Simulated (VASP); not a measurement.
# PbF2 (Fluorocronite) (Fm-3m) in VASP: notebook, part 2 of 2

VASP 6.6.1.

### 3 Relaxation of cell and atoms, PBE

This run uses another cell than the first one, of 17.95 Å³/atom, 1.034 times its volume.

The input, INCAR:

```
SYSTEM = PbF2
ALGO = Normal
EDIFF = 1E-7
EDIFFG = -0.005
ENCUT = 600
GGA = PE
IBRION = 2
ISIF = 3
ISMEAR = 0
KPAR = 2
LASPH = .True.
LCHARG = .False.
LREAL = .False.
LWAVE = .False.
NELM = 80
NSW = 90
PREC = Accurate
SIGMA = 0.03
```

The input, KPOINTS:

```
k-points
0
Gamma
  8 8 8
  0 0 0
```

The input, POSCAR:

```
PbF2                                    
1.0
    0.0000000000      2.9970742129      2.9970742129
    2.9970742129      0.0000000000      2.9970742129
    2.9970742129      2.9970742129      0.0000000000
  Pb              F             
     1     2
Direct
     0.0000000000000000    0.0000000000000000    0.0000000000000000
     0.2500000000000000    0.2500000000000000    0.2500000000000000
     0.7500000000000000    0.7500000000000000    0.7500000000000000
```

Potentials or basis: VASP PAW PBE potentials, release 64 (Pb_d, F).

Run with:

```
cat potpaw_PBE.64/Pb_d/POTCAR potpaw_PBE.64/F/POTCAR > POTCAR
mpirun -np 2 vasp_std > vasp.out
```

OUTCAR:

```text
SYSTEM = PbF2
   EDIFF = 1E-7
   EDIFFG = -0.005
   ENCUT = 600
   GGA = PE
   IBRION = 2
   ISIF = 3
   ISMEAR = 0
   LASPH = .True.
   LREAL = .False.
   NELM = 80
   NSW = 90
   PREC = Accurate

 ion  position               nearest neighbor table
   1  0.000  0.000  0.000-   3 2.60   3 2.60   3 2.60   2 2.60   3 2.60   2 2.60   2 2.60   2 2.60

   2  0.250  0.250  0.250-   1 2.60   1 2.60   1 2.60   1 2.60
   3  0.750  0.750  0.750-   1 2.60   1 2.60   1 2.60   1 2.60

  LATTYP: Found a face centered cubic cell.
 ALAT       =     5.9941484258

  Lattice vectors:

 A1 = (   0.0000000000,   2.9970742129,   2.9970742129)
 A2 = (   2.9970742129,   0.0000000000,   2.9970742129)
 A3 = (   2.9970742129,   2.9970742129,   0.0000000000)

Analysis of symmetry for initial positions (statically):
=====================================================================
 Subroutine PRICEL returns:
 Original cell was already a primitive cell.

 Routine SETGRP: Setting up the symmetry group for a
 face centered cubic supercell.

 Subroutine GETGRP returns: Found 48 space group operations
 (whereof 48 operations were pure point group operations)
 out of a pool of 48 trial point group operations.

The static configuration has the point symmetry O_h .

Analysis of symmetry for dynamics (positions and initial velocities):
=====================================================================
 Subroutine PRICEL returns:
 Original cell was already a primitive cell.

 Routine SETGRP: Setting up the symmetry group for a
 face centered cubic supercell.

 Subroutine GETGRP returns: Found 48 space group operations
 (whereof 48 operations were pure point group operations)
 out of a pool of 48 trial point group operations.

The dynamic configuration has the point symmetry O_h .

 Subroutine INISYM returns: Found 48 space group operations
 (whereof 48 operations are pure point group operations),
 and found     1 'primitive' translations

----------------------------------------------------------------------------------------

                                     Primitive cell

  volume of cell :      53.8422

  direct lattice vectors                    reciprocal lattice vectors
     0.000000000  2.997074213  2.997074213    -0.166829369  0.166829369  0.166829369
     2.997074213  0.000000000  2.997074213     0.166829369 -0.166829369  0.166829369
     2.997074213  2.997074213  0.000000000     0.166829369  0.166829369 -0.166829369

  length of vectors
     4.238502999  4.238502999  4.238502999     0.288956943  0.288956943  0.288956943

  position of ions in fractional coordinates (direct lattice)
     0.000000000  0.000000000  0.000000000
     0.250000000  0.250000000  0.250000000
     0.750000000  0.750000000  0.750000000

  ion indices of the primitive-cell ions
   primitive index   ion index
                 1           1
                 2           2
                 3           3

----------------------------------------------------------------------------------------

 KPOINTS: k-points

Automatic generation of k-mesh.
 Grid dimensions read from file:
 generate k-points for:    8    8    8

 Generating k-lattice:

  Cartesian coordinates                     Fractional coordinates (reciprocal lattice)
    -0.020853671  0.020853671  0.020853671     0.125000000  0.000000000  0.000000000
     0.020853671 -0.020853671  0.020853671     0.000000000  0.125000000  0.000000000
     0.020853671  0.020853671 -0.020853671     0.000000000  0.000000000  0.125000000

  Length of vectors
     0.036119618  0.036119618  0.036119618

  Shift w.r.t. Gamma in fractional coordinates (k-lattice)
     0.000000000  0.000000000  0.000000000

 Subroutine IBZKPT returns following result:
 ===========================================

 Found     29 irreducible k-points:

 Following reciprocal coordinates:
            Coordinates               Weight
  0.000000  0.000000  0.000000      1.000000
  0.125000  0.000000  0.000000      8.000000
  0.250000  0.000000  0.000000      8.000000
  0.375000  0.000000  0.000000      8.000000
  0.500000  0.000000  0.000000      4.000000
  0.125000  0.125000  0.000000      6.000000
[... 16 lines left out ...]
  0.500000  0.250000  0.125000     48.000000
 -0.375000  0.250000  0.125000     24.000000
 [... further k-points ...]
   k-points           NKPTS =     29   k-points in BZ     NKDIM =     29   number of bands    NBANDS=     18
   number of dos      NEDOS =    301   number of ions     NIONS =      3
   total plane-waves  NPLWV =  46656
   dimension x,y,z NGX =    36 NGY =   36 NGZ =   36
   dimension x,y,z NGXF=    72 NGYF=   72 NGZF=   72
   ions per type =               1   2
   NGX,Y,Z   is equivalent  to a cutoff of  14.12, 14.12, 14.12 a.u.
   NGXF,Y,Z  is equivalent  to a cutoff of  28.24, 28.24, 28.24 a.u.
 SYSTEM =  PbF2
   PREC   = accura    normal or accurate (medium, high low for compatibility)
   ISTART =      0    job   : 0-new  1-cont  2-samecut
   ICHARG =      2    charge: 1-file 2-atom 10-const
   ISPIN  =      1    spin polarized calculation?
   LNONCOLLINEAR =      F non collinear calculations
   LSORBIT =      F    spin-orbit coupling
   LASPH  =      T    aspherical Exc in radial PAW
   ENCUT  =  600.0 eV  44.10 Ry    6.64 a.u.   8.47  8.47  8.47*2*pi/ulx,y,z
   NELM   =     80;   NELMIN=  2; NELMDL= -5     # of ELM steps
   EDIFF  = 0.1E-06   stopping-criterion for ELM
   LREAL  =      F    real-space projection
   EDIFFG = -.5E-02   stopping-criterion for IOM
   NSW    =     90    number of steps for IOM
   IBRION =      2    ionic relax: 0-MD 1-quasi-New 2-CG
   NFREE  =      1    steps in history (QN), initial steepest desc. (CG)
   ISIF   =      3    stress and relaxation
   ISYM   =      2    0-nonsym 1-usesym 2-fastsym
   POTIM  = 0.5000    time-step for ionic-motion
   TEBEG  =    0.0;   TEEND  =   0.0 temperature during run
   PSTRESS=    0.0 pullay stress
   NELECT =      28.0000    total number of electrons
   NUPDOWN=      -1.0000    fix difference up-down
   EMIN   =  10.00;   EMAX   =-10.00  energy-range for DOS
   EFERMI =   0.00;   METHOD = LEGACY
   ISMEAR =     0;   SIGMA  =   0.03  broadening in eV -4-tet -1-fermi 0-gaus
   EFERMI_NEDOS =   21; number of points for ismear=-14 and -15
   IALGO  =     38    algorithm
   IMIX   =      4    mixing-type and parameters
     AMIX     =   0.40;   BMIX     =  1.00
     AMIX_MAG =   1.60;   BMIX_MAG =  1.00
  volume/ion in A,a.u.               =      17.95       121.11
  Fermi-wavevector in a.u.,A,eV,Ry     =   1.316497  2.487819 23.581148  1.733165
  Thomas-Fermi vector in A             =   2.446605
   LORBIT       =      0    0 simple, 1 ext, 2 COOP (PROOUT), +10 PAW based schemes
   GGA     = PE    functional components
   LHFCALC =     F    Hartree Fock is set to
   AEXX    =    0.0000 exact exchange contribution
   IVDW    =     0    specifies the selected vdW correction
   LEPSILON=     F    determine dielectric tensor
   LRPA    =     F    only Hartree local field effects (RPA)
 conjugate gradient relaxation of ions
 non-spin polarized calculation
 Gauss-broadening in eV      SIGMA  =   0.03
  energy-cutoff  :      600.00
  volume of cell :       53.84
 maximum number of plane-waves:      1817
 NGX is ok and might be reduce to    36
   NGX = 17   NGY = 17   NGZ = 17

 number of electron      27.9999999 magnetization

 Free energy of the ion-electron system (eV)
  ---------------------------------------------------
  ext. energy  EPLUGINS =         0.00000000
  ---------------------------------------------------
  free energy    TOTEN  =       -14.35405959 eV

  energy without entropy =      -14.35405959  energy(sigma->0) =      -14.35405959

 E-fermi :   1.6551     XC(G=0):  -9.2395

 val. band max:        1.4815619672   @ k =  -0.2500   0.5000   0.2500
 cond. band min:       5.9014427784   @ k =   0.5000   0.5000   0.0000
 fundamental gap:      4.4198808112
 Fermi energy:         1.6550876752

 k-point     1 :       0.0000    0.0000    0.0000
  band No.  band energies     occupation
      1     -19.3475      2.00000
      2     -18.7854      2.00000
      3     -12.9210      2.00000
      4     -12.9210      2.00000
      5     -12.9210      2.00000
      6     -12.8779      2.00000
[... 481 lines left out ...]
      5     -12.8542      2.00000
      6     -12.8261      2.00000
[... 10 lines left out ...]
     17       9.1086      0.00000
     18      12.4324      0.00000

 [... further k-points ...]

------------------------ aborting loop because EDIFF is reached ----------------------------------------

  FORCE on cell =-STRESS in cart. coord.  units (eV):
  Direction    XX          YY          ZZ          XY          YZ          ZX
  --------------------------------------------------------------------------------------
  -------------------------------------------------------------------------------------
  Total       -0.0066596     -0.0066596     -0.0066596      0.0000000     -0.0000000      0.0000000
  in kB       -0.1981685     -0.1981685     -0.1981685      0.0000000     -0.0000000      0.0000000
  external PRESSURE =      -0.1981685 kB  Pullay stress =       0.0000000 kB

 VOLUME and BASIS-vectors are now :
 -----------------------------------------------------------------------------
  energy-cutoff  :      600.00
  volume of cell :       53.84
      direct lattice vectors                 reciprocal lattice vectors
     0.000000000  2.997074213  2.997074213    -0.166829369  0.166829369  0.166829369
     2.997074213  0.000000000  2.997074213     0.166829369 -0.166829369  0.166829369
     2.997074213  2.997074213  0.000000000     0.166829369  0.166829369 -0.166829369

 POSITION                                       TOTAL-FORCE (eV/Angst)
 -----------------------------------------------------------------------------------
      0.00000      0.00000      0.00000        -0.000000      0.000000     -0.000000
      1.49854      1.49854      1.49854        -0.000000      0.000000     -0.000000
      4.49561      4.49561      4.49561         0.000000     -0.000000      0.000000
 -----------------------------------------------------------------------------------
    total drift:                                0.000000      0.000000      0.000000

  FREE ENERGIE OF THE ION-ELECTRON SYSTEM (eV)
  ---------------------------------------------------
  free  energy   TOTEN  =       -14.3540595857 eV

  energy  without entropy=      -14.3540595857  energy(sigma->0) =      -14.35405959

 reached required accuracy - stopping structural energy minimisation
```

OSZICAR:

```text
N       E                     dE             d eps       ncg     rms          rms(c)
DAV:   1     0.319395667279E+03    0.31940E+03   -0.16285E+04  1046   0.195E+03
DAV:   2     0.122208026886E+02   -0.30717E+03   -0.29629E+03  1200   0.477E+02
DAV:   3    -0.155384846870E+02   -0.27759E+02   -0.27508E+02  1222   0.158E+02
DAV:   4    -0.163295928198E+02   -0.79111E+00   -0.79014E+00  1152   0.283E+01
DAV:   5    -0.163567579006E+02   -0.27165E-01   -0.27164E-01  1258   0.515E+00    0.806E+00
DAV:   6    -0.143707210763E+02    0.19860E+01   -0.10667E+01  1340   0.271E+01    0.279E+00
DAV:   7    -0.143608993872E+02    0.98217E-02   -0.47720E-01  1050   0.477E+00    0.158E+00
DAV:   8    -0.143552020320E+02    0.56974E-02   -0.10648E-01  1052   0.399E+00    0.492E-01
DAV:   9    -0.143528881631E+02    0.23139E-02   -0.21080E-02  1182   0.110E+00    0.105E-01
DAV:  10    -0.143540756994E+02   -0.11875E-02   -0.18342E-03  1046   0.496E-01    0.326E-02
DAV:  11    -0.143540512130E+02    0.24486E-04   -0.14093E-04  1124   0.131E-01    0.147E-02
DAV:  12    -0.143540623293E+02   -0.11116E-04   -0.78971E-05  1172   0.948E-02    0.131E-02
DAV:  13    -0.143540596244E+02    0.27050E-05   -0.29727E-05  1304   0.577E-02    0.319E-03
DAV:  14    -0.143540595542E+02    0.70183E-07   -0.14780E-06  1086   0.932E-03    0.668E-04
DAV:  15    -0.143540595857E+02   -0.31486E-07   -0.27353E-08   616   0.155E-03
   1 F= -.14354060E+02 E0= -.14354060E+02  d E =-.143541E+02
```

It took 14 s on 2 MPI ranks of AMD EPYC 9R45 (Zen 5), shared host; peak memory 0.18 GiB.

Results:

| Item | Value |
| --- | --- |
| Free energy | -14.3541 eV |
| Pressure after relaxing | 0.0 GPa |
| Band gap on the k mesh | 4.42 eV, indirect (least direct gap 4.56 eV) |

Final structure:
```yaml
crystal:
  lattice:
    - [0.00000, 2.99707, 2.99707]
    - [2.99707, 0.00000, 2.99707]
    - [2.99707, 2.99707, 0.00000]
  atoms:
    - { symbol: Pb, position: [0.00000, 0.00000, 0.00000] }
    - { symbol: F, position: [0.25000, 0.25000, 0.25000] }
    - { symbol: F, position: [0.75000, 0.75000, 0.75000] }
```

Caveat: the relaxation stopped at its first step, so nothing moved; spin-orbit coupling is left out, which as a rule narrows the gap of such compounds by several tenths of an eV. PBE gaps usually lie below the measured ones, often by a third to a half.
